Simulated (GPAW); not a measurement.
# MnO2 (P6_3/mmc) in GPAW: further runs, part 2 of 2

GPAW 26.7.0.

### Step 3. Band structure, LDA, collinear spin, ferromagnetic start

File run.py:

```python
from ase import Atoms
from ase.dft.bandgap import bandgap
from ase.io import write
from ase.units import GPa
from gpaw import GPAW, PW

atoms = Atoms(['Mn', 'Mn', 'O', 'O', 'O', 'O'],
              cell=[[2.8549554371, 0.0, 0.0],
                    [-1.4274777185, 2.4724639352, 0.0],
                    [0.0, 0.0, 10.2217427273]],
              scaled_positions=[[0.0, 0.0, 0.5],
                                [0.0, 0.0, 0.0],
                                [0.6666666667, 0.3333333333, 0.40685645],
                                [0.6666666667, 0.3333333333, 0.09314355],
                                [0.3333333333, 0.6666666667, 0.59314355],
                                [0.3333333333, 0.6666666667, 0.90685645]],
              pbc=True)
atoms.set_initial_magnetic_moments([4.0, 4.0, 0.0, 0.0, 0.0, 0.0])

calc = GPAW(mode=PW(800),
            xc='LDA',
            kpts={'size': (7, 7, 2), 'gamma': True},
            occupations={'name': 'fermi-dirac', 'width': 0.05},
            nbands=47,
            convergence={'density': 1e-05, 'energy': 1e-05},
            maxiter=150,
            txt='gpaw.txt')
atoms.calc = calc
energy = atoms.get_potential_energy()
forces = atoms.get_forces()
stress = atoms.get_stress()
calc.write('gs.gpw')
write('result.traj', atoms)
print(f'Energy: {energy:.6f} eV')
print('Forces (eV/A):')
print(forces.round(4))
print('Stress (GPa):', (stress / GPa).round(3))
print('Moments:', calc.get_magnetic_moments().round(3))
print('Fermi level:', round(calc.get_fermi_level(), 4), 'eV')
print(f'Gap: {bandgap(calc)[0]:.4f} eV, direct: {bandgap(calc, direct=True)[0]:.4f} eV')

path = atoms.cell.bandpath('GMKGALHA,LM,KH', npoints=100, eps=1e-4)
bs_calc = calc.fixed_density(kpts=path, symmetry='off', nbands=67,
                             convergence={'bands': 'CBM+6.0', 'eigenstates': 1e-6}, txt='bands.txt')
bs = bs_calc.band_structure()
bs.write('bs.json')
print(f'Gap on the path: {bandgap(bs_calc)[0]:.4f} eV')
```

Potentials or basis: the program's PAW data sets (release 1.2.1) made for this functional, pw.

Started as:

```sh
> OMP_NUM_THREADS=1 python run.py
```

gpaw.txt:

```text
__  _  _
 | _ |_)|_||  |
 |__||  | ||/\| - 26.7.0

Input parameters:
  mode=PW(ecut=800.0),
  convergence={'density': 1e-05, 'energy': 1e-05},
  kpts=MonkhorstPack(size=(7, 7, 2), gamma=True),
  maxiter=150,
  nbands=47,
  occupations=Occupations(name='fermi-dirac', width=0.05),
  xc=XC(name='LDA')

Diagonalizing LCAO Hamiltonian
Converting LCAO to pw mode

        O

        O

       Mn
           O

           O

       Mn

Atoms  # Å, Bohr magnetons
|   | symbol |         x |        y |        z |    initial magnetic moments |
|---|--------|-----------|----------|----------|-----------------------------|
| 0 |     Mn |  0.000000 | 0.000000 | 5.110871 | ( 0.0000,  0.0000,  4.0000) |
| 1 |     Mn |  0.000000 | 0.000000 | 0.000000 | ( 0.0000,  0.0000,  4.0000) |
| 2 |      O |  1.427478 | 0.824155 | 4.158782 | ( 0.0000,  0.0000,  0.0000) |
| 3 |      O |  1.427478 | 0.824155 | 0.952089 | ( 0.0000,  0.0000,  0.0000) |
| 4 |      O | -0.000000 | 1.648309 | 6.062961 | ( 0.0000,  0.0000,  0.0000) |
| 5 |      O | -0.000000 | 1.648309 | 9.269653 | ( 0.0000,  0.0000,  0.0000) |

Unit cell  # Å
| periodic |         x |        y |         z |   lengths |     angles |
|----------|-----------|----------|-----------|-----------|------------|
|      yes |  2.854955 | 0.000000 |  0.000000 |  2.854955 |  90.000000 |
|      yes | -1.427478 | 2.472464 |  0.000000 |  2.854955 |  90.000000 |
|      yes |  0.000000 | 0.000000 | 10.221743 | 10.221743 | 120.000000 |

[... 173 lines left out ...]
  Xc:              -50.082082
  Entropy:          -0.000377
  Spinorbit:         0.000000
  ----------------------------
  Free energy:     -54.762501
  Extrapolated:    -54.762313

dipole moment: (-6.663186, -11.540977, -23.856545)  # |e|*Ang

Total magnetic moment: (0.000000, 0.000000, 5.998820)

Local magnetic moments
|        x |        y |        z |
|----------|----------|----------|
| 0.000000 | 0.000000 | 2.780014 |  # Mn   0
| 0.000000 | 0.000000 | 2.780012 |  # Mn   1
| 0.000000 | 0.000000 | 0.043359 |  # O    2
| 0.000000 | 0.000000 | 0.043360 |  # O    3
| 0.000000 | 0.000000 | 0.043359 |  # O    4
| 0.000000 | 0.000000 | 0.043360 |  # O    5

Fermi level: 2.932
Eigenvalues  # (at kpt = [0.000, 0.000, 0.000])
| band index |      eig [eV] | occ [0-1] |      eig [eV] | occ [0-1] |
|------------|---------------|-----------|---------------|-----------|
|          0 |       -78.168 |     1.000 |       -75.109 |     1.000 |
|        ... |               |           |               |           |
|         19 |         0.365 |     1.000 |         1.160 |     1.000 |
|         20 |         0.366 |     1.000 |         1.160 |     1.000 |
|         21 |         0.371 |     1.000 |         1.184 |     1.000 |
|         22 |         0.372 |     1.000 |         1.184 |     1.000 |
|         23 |         1.000 |     1.000 |         1.188 |     1.000 |
|         24 |         1.023 |     1.000 |         3.176 |     0.008 |
[... 8 lines left out ...]
|         33 |         5.504 |     0.000 |         6.949 |     0.000 |
|         34 |         9.088 |     0.000 |         9.342 |     0.000 |
|        ... |               |           |               |           |
|         46 |        24.905 |     0.000 |        25.590 |     0.000 |

Gap: 0.493 eV
Transition (v -> c):
  (s=0, k=2, n=29, [0.14, 0.00, 0.00]) -> (s=1, k=0, n=24, [0.00, 0.00, 0.00])
Direct/indirect transitions are different
Direct gap: 0.510 eV
Transition at: (s=0->1, k=0, n=29, [0.00, 0.00, 0.00])

Forces  # eV/Ang
|        x |        y |        z |
|----------|----------|----------|
| -0.00000 |  0.00000 |  0.00000 |  # Mn   0
|  0.00000 |  0.00000 |  0.00000 |  # Mn   1
|  0.00000 |  0.00000 |  0.53485 |  # O    2
|  0.00000 |  0.00000 | -0.53485 |  # O    3
|  0.00000 | -0.00000 | -0.53485 |  # O    4
|  0.00000 | -0.00000 |  0.53485 |  # O    5

Stress tensor  # eV/Ang^3
|         x |         y |        z |
|-----------|-----------|----------|
|  0.050760 | -0.000000 | 0.000000 |
| -0.000000 |  0.050760 | 0.000000 |
|  0.000000 |  0.000000 | 0.033280 |

# Writing to gs.gpw (mode='')
```

stdout:

```text
Energy: -54.762313 eV
Forces (eV/A):
[[-0.      0.      0.    ]
 [ 0.      0.      0.    ]
 [ 0.      0.      0.5348]
 [ 0.      0.     -0.5348]
 [ 0.     -0.     -0.5348]
 [ 0.     -0.      0.5348]]
Stress (GPa): [ 8.133  8.133  5.332  0.     0.    -0.   ]
Moments: [2.78  2.78  0.043 0.043 0.043 0.043]
Fermi level: 2.9317 eV
Gap: 0.4929 eV, direct: 0.5103 eV
Gap on the path: 0.4800 eV
```

Run time: 8.2 min. Hardware: 1 thread of Arm Neoverse V2, shared host; peak memory 1.3 GiB.

Results:

```
Free energy             : -54.7625 eV
Pressure                : -7.2 GPa
Largest force           : 0.535 eV/Å
Band gap on the k mesh  : 0.49 eV, indirect (least direct gap 0.51 eV)
Band gap along the path : 0.48 eV, indirect (least direct gap 0.51 eV)
Net moment              : 6.00 μB per cell
Site moments            : Mn +2.78; O +0.04 μB
```

Forces on the atoms (eV/Å):
```
Mn   0.000  0.000  0.000
Mn   0.000  0.000  0.000
O    0.000  0.000  0.535
O    0.000  0.000 -0.535
O    0.000  0.000 -0.535
O    0.000  0.000  0.535
```

Stress tensor (GPa, compression positive):
```
-8.13  0.00  0.00
 0.00 -8.13  0.00
 0.00  0.00 -5.33
```

Levels at the corners of the path, in eV from the valence-band top:
Spin up:
```tsv
point	band 27	band 28	band 29	band 30	band 31	band 32	band 33	band 34
Γ	-1.65	-1.65	-0.27	-0.03	2.79	2.79	2.81	2.81
M	-1.72	-1.71	-1.01	-0.94	1.99	2.17	2.62	2.65
K	-0.78	-0.78	-0.66	-0.66	1.91	1.91	2.04	2.04
Γ	-1.65	-1.65	-0.27	-0.03	2.79	2.79	2.81	2.81
A	-1.66	-1.66	-0.13	-0.13	2.80	2.80	2.80	2.80
L	-1.72	-1.72	-0.97	-0.97	2.08	2.08	2.63	2.63
H	-0.77	-0.77	-0.67	-0.67	1.97	1.97	1.98	1.98
A	-1.66	-1.66	-0.13	-0.13	2.80	2.80	2.80	2.80
L	-1.72	-1.72	-0.97	-0.97	2.08	2.08	2.63	2.63
M	-1.72	-1.71	-1.01	-0.94	1.99	2.17	2.62	2.65
K	-0.78	-0.78	-0.66	-0.66	1.91	1.91	2.04	2.04
H	-0.77	-0.77	-0.67	-0.67	1.97	1.97	1.98	1.98
```
Spin down:
| point | band 21 | band 22 | band 23 | band 24 | band 25 | band 26 | band 27 | band 28 |
| --- | --- | --- | --- | --- | --- | --- | --- | --- |
| Γ | -1.54 | -1.51 | -1.51 | -1.51 | 0.48 | 0.48 | 0.48 | 0.48 |
| M | -2.96 | -2.93 | -2.32 | -1.94 | 0.77 | 0.87 | 1.28 | 1.28 |
| K | -3.01 | -2.90 | -2.81 | -2.81 | 0.83 | 0.86 | 1.68 | 1.68 |
| Γ | -1.54 | -1.51 | -1.51 | -1.51 | 0.48 | 0.48 | 0.48 | 0.48 |
| A | -1.52 | -1.52 | -1.52 | -1.52 | 0.48 | 0.48 | 0.48 | 0.48 |
| L | -2.94 | -2.94 | -2.12 | -2.12 | 0.82 | 0.82 | 1.28 | 1.28 |
| H | -2.96 | -2.96 | -2.81 | -2.81 | 0.85 | 0.85 | 1.68 | 1.68 |
| A | -1.52 | -1.52 | -1.52 | -1.52 | 0.48 | 0.48 | 0.48 | 0.48 |
| L | -2.94 | -2.94 | -2.12 | -2.12 | 0.82 | 0.82 | 1.28 | 1.28 |
| M | -2.96 | -2.93 | -2.32 | -1.94 | 0.77 | 0.87 | 1.28 | 1.28 |
| K | -3.01 | -2.90 | -2.81 | -2.81 | 0.83 | 0.86 | 1.68 | 1.68 |
| H | -2.96 | -2.96 | -2.81 | -2.81 | 0.85 | 0.85 | 1.68 | 1.68 |

Caveat: only a ferromagnetic start was run, and an antiferromagnetic order may lie lower in energy. LDA gaps usually lie below the measured ones, often by a third to a half.
